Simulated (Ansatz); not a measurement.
**Band table of NaH (CsCl type)**

```
CELL_PARAMETERS angstrom
2.27146 0.00000 0.00000
0.00000 2.27146 0.00000
0.00000 0.00000 2.27146
ATOMIC_POSITIONS crystal
Na 0.00000 0.00000 0.00000
H 0.50000 0.50000 0.50000
```

The cell comes from a relaxation on PAW files under the same functional, begun from a prototype that needn't be the stable phase.

All numbers are PBE results (scalar-relativistic) from Ansatz 0.2.0, with a Γ-centred 12×12×12 k mesh, Fermi–Dirac smearing of 0.08 eV, no spin polarisation. Methods: LAPW: all electrons, basis error target 1 meV/atom.

This run: volume at 0.45 of the series' base cell.

The structure type is held throughout; the real material can change phase at far lower pressure.

Path points, in fractions of the reciprocal vectors: Γ (0.000, 0.000, 0.000), X (0.000, 0.500, 0.000), M (0.500, 0.500, 0.000), R (0.500, 0.500, 0.500). The distance column jumps between branches of the path. Levels in eV from the valence-band top; bands 5 to 7, counted from the lowest band of the run. The gap is 1.41 eV, the pressure 84.0 GPa.

```
# k(1/Å) point b5 b6 b7
0.000 Γ -10.34 14.21 14.21
0.173 - -10.22 13.38 14.31
0.346 - -9.87 11.39 14.64
0.519 - -9.30 9.11 15.18
0.692 - -8.56 6.90 15.92
0.864 - -7.70 4.87 16.85
1.037 - -6.82 3.14 17.92
1.210 - -6.07 1.89 18.98
1.383 X -5.76 1.41 19.52
1.556 - -5.71 1.53 17.95
1.729 - -5.57 1.91 15.36
1.902 - -5.35 2.50 12.93
2.075 - -5.06 3.29 10.78
2.247 - -4.73 4.21 8.99
2.420 - -4.40 5.19 7.61
2.593 - -4.16 6.04 6.72
2.766 M -4.07 6.42 6.42
3.011 - -4.26 6.17 6.55
3.255 - -4.89 6.07 6.97
3.500 - -5.91 6.68 7.66
3.744 - -7.16 8.03 8.66
3.989 - -8.39 9.91 9.96
4.233 - -9.42 11.54 12.08
4.478 - -10.10 13.23 13.81
4.722 Γ -10.34 14.21 14.21
5.022 - -9.99 13.33 13.33
5.321 - -8.99 11.87 11.87
5.620 - -7.56 10.60 10.60
5.920 - -5.92 9.60 9.60
6.219 - -4.20 8.82 8.82
6.519 - -2.45 8.22 8.22
6.818 - -0.81 7.81 7.81
7.118 R 0.00 7.66 7.66
7.362 - -0.56 7.50 7.88
7.607 - -1.76 6.96 8.56
7.851 - -3.01 5.99 9.69
8.096 - -4.06 4.74 11.26
8.340 - -4.84 3.46 13.28
8.585 - -5.37 2.38 15.64
8.829 - -5.66 1.66 17.77
9.074 X -5.76 1.41 19.52
11.030 R 0.00 7.66 7.66
11.202 - -0.29 7.59 7.59
11.375 - -0.99 7.40 7.40
11.548 - -1.80 7.16 7.16
11.721 - -2.57 6.92 6.92
11.894 - -3.21 6.71 6.71
12.067 - -3.68 6.55 6.55
12.240 - -3.97 6.45 6.45
12.413 M -4.07 6.42 6.42
```
